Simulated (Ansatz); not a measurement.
# SnO2: the cost of one run

Program: Ansatz 0.2.0. Level of theory: DFT LDA, scalar-relativistic, plane waves, PAW. These are calculated values, not measurements.

4 further runs of the same task are left out: 4 set aside as unsound or not needed.

### Step 1. Starting point

Symmetry: Fd-3m, No. 227, cubic system. Conventional cell: a = 8.858 Å, b = 8.858 Å, c = 8.858 Å, α = 90.00°, β = 90.00°, γ = 90.00°. Sn (site symmetry -3m) has 6 O at 2.08 Å as nearest neighbours. Around O (site symmetry 3m) lie 3 Sn at 2.08 Å.

Structure file:

```
CELL_PARAMETERS angstrom
0.00000 4.42896 4.42896
4.42896 0.00000 4.42896
4.42896 4.42896 0.00000
ATOMIC_POSITIONS crystal
Sn 0.12500 0.12500 0.62500
Sn 0.62500 0.12500 0.12500
Sn 0.12500 0.62500 0.12500
Sn 0.12500 0.12500 0.12500
O 0.89073 0.89073 0.89073
O 0.89073 0.32781 0.89073
O 0.89073 0.89073 0.32781
O 0.32781 0.89073 0.89073
O 0.92219 0.35927 0.35927
O 0.35927 0.35927 0.92219
O 0.35927 0.92219 0.35927
O 0.35927 0.35927 0.35927
```

It goes back to an entry of the Materials Project, which need not be the stable form.

It is the result of an earlier relaxation at this level (volume 14.48 Å³/atom; gap on the mesh: 2.07 eV).

### Step 2. The scan

Atoms count from 1 in the order of the input.

One atom moved over a plane, all else fixed.

The axes are (1) shift of Sn1 along [1 0 0]: 11 values from −0.880 Å; (2) shift of Sn1 along [0 0 1]: 11 values from −0.880 Å.

Nothing else is relaxed (all other atoms fixed). Energies count from the relaxed crystal. Points are written as (first, second).

### Step 3. Point (−0.352 Å, −0.352 Å)

The input, input.yaml:

```yaml
crystal:
  lattice:
    - [0.0, 4.4289551266, 4.4289551266]
    - [4.4289551266, 0.0, 4.4289551266]
    - [4.4289551266, 4.4289551266, 0.0]
  atoms:
    - { symbol: Sn, position: [0.125, 0.045523015, 0.625] }
    - { symbol: Sn, position: [0.625, 0.125, 0.125] }
    - { symbol: Sn, position: [0.125, 0.625, 0.125] }
    - { symbol: Sn, position: [0.125, 0.125, 0.125] }
    - { symbol: O, position: [0.8907311159, 0.8907311159, 0.8907311159] }
    - { symbol: O, position: [0.8907311159, 0.3278066522, 0.8907311159] }
    - { symbol: O, position: [0.8907311159, 0.8907311159, 0.3278066522] }
    - { symbol: O, position: [0.3278066522, 0.8907311159, 0.8907311159] }
    - { symbol: O, position: [0.9221933478, 0.3592688841, 0.3592688841] }
    - { symbol: O, position: [0.3592688841, 0.3592688841, 0.9221933478] }
    - { symbol: O, position: [0.3592688841, 0.9221933478, 0.3592688841] }
    - { symbol: O, position: [0.3592688841, 0.3592688841, 0.3592688841] }
basis:
  ecutwfc: 420
kpoints:
  mp_grid: { grid: [6, 6, 6] }
hamiltonian:
  xc: lda
  pseudopotentials: { kind: paw, azcp: { folder: soft_1 } }
scf:
  occupations: { method: gaussian, width: 0.05 }
output:
  forces: true
  stress: true
  eigenvalues: true
```

The run is started by

```bash
$ ansatz run input.yaml --threads 4 --pin off --max-ram 8192MiB --backend cpu --events-out ev --progress --plain --runs-dir out
```

Q: Estimate wall time and peak memory on 4 threads of AMD EPYC 7R43 (Zen 3), shared host.

About 20 s, with a peak of 0.82 GiB.
